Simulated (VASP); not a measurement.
Crystal: BN.

```
CELL_PARAMETERS angstrom
2.49824 0.00000 0.00000
-1.24912 2.16354 0.00000
0.00000 0.00000 6.63570
ATOMIC_POSITIONS crystal
N 0.66667 0.33333 0.25000
N 0.33333 0.66667 0.75000
B 0.66667 0.33333 0.75000
B 0.33333 0.66667 0.25000
```

Program: VASP 6.6.1. Alike in all runs: potentials or basis VASP PAW PBE potentials, release 64 (N, B); no spin polarisation; cell as given. Hardware: 1 thread of Intel(R) Xeon(R) Platinum 8488C (Sapphire Rapids), with other jobs on the host.

Problem. Order these runs on this cell by their wall time, lowest first.
A. task single point; level PBE; k mesh 12 × 12 × 4; cutoff (eV) 500; smearing gaussian 0.02 eV; mesh quality not flagged
B. task single point; level r2SCAN-EpsX; k mesh 6 × 6 × 2; cutoff (eV) 520; smearing tetrahedron; grid for exact exchange (PRECFOCK) Fast; exchange at q = 0 truncated; share of exact exchange 0.2463; other keys ISMEAR = -5; SIGMA = 0.2; BMIX = 3; mesh quality coarse
C. task electron localisation function; level optB88-vdW; k mesh 12 × 12 × 4; cutoff (eV) 520; smearing fermi-dirac 0.05 eV; mesh quality not flagged

Solution. A (16 s), C (39 s), B (320 s).

Caveats: some runs use coarse meshes.
